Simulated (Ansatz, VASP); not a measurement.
# One calculation of TaSi5, two programs

```
CELL_PARAMETERS angstrom
2.37887 -3.91651 0.00000
2.37887 3.91651 0.00000
-0.60451 0.00000 4.85557
ATOMIC_POSITIONS crystal
Ta 0.91004 0.91004 0.04476
Si 0.73178 0.34240 0.73151
Si 0.62729 0.29284 0.21990
Si 0.29284 0.62729 0.21990
Si 0.34240 0.73178 0.73151
Si 0.10997 0.10997 0.56079
```

Change from the starting cell: the structure that the rattled cell fell into.

Alike in both runs: task single point; functional PBE; k mesh 4 × 4 × 4; occupations gaussian, width 0.1 eV; no spin polarisation.

|  | VASP | Ansatz |
| --- | --- | --- |
| version | VASP 6.6.1 | Ansatz 0.2.0 |
| potentials or method | VASP PAW PBE potentials, release 64 (Ta_pv, Si) | scalar-relativistic, plane waves, PAW |
| plane-wave cutoff (eV) | 520 | 420 |
| valence electrons in the cell | 31 | 33 |

|  | VASP | Ansatz | Ansatz less VASP |
| --- | --- | --- | --- |
| gap on the k mesh at the Fermi level (eV) | none | none | - |
| pressure (GPa) | 0.3 | 0.3 | +0.01 |
| largest component of the traceless stress (GPa) | 2.20 | 2.18 | -0.015 |
| rms of the force components (eV/Å) | 0.116 | 0.115 | -0.0006 |

Atom by atom the forces differ by 0.003 eV/Å (rms over components). A gap of «none» marks a metal or a gap that the smearing closes. With one functional, cell and mesh, what is left measures potentials, basis and numerics. The two sets of potentials don't hold the same shells in valence.

Caveats: the k mesh is coarse (spacing up to 0.39 Å⁻¹), so the values aren't converged. The runs have no spin-orbit coupling, so splittings on Ta are missing.
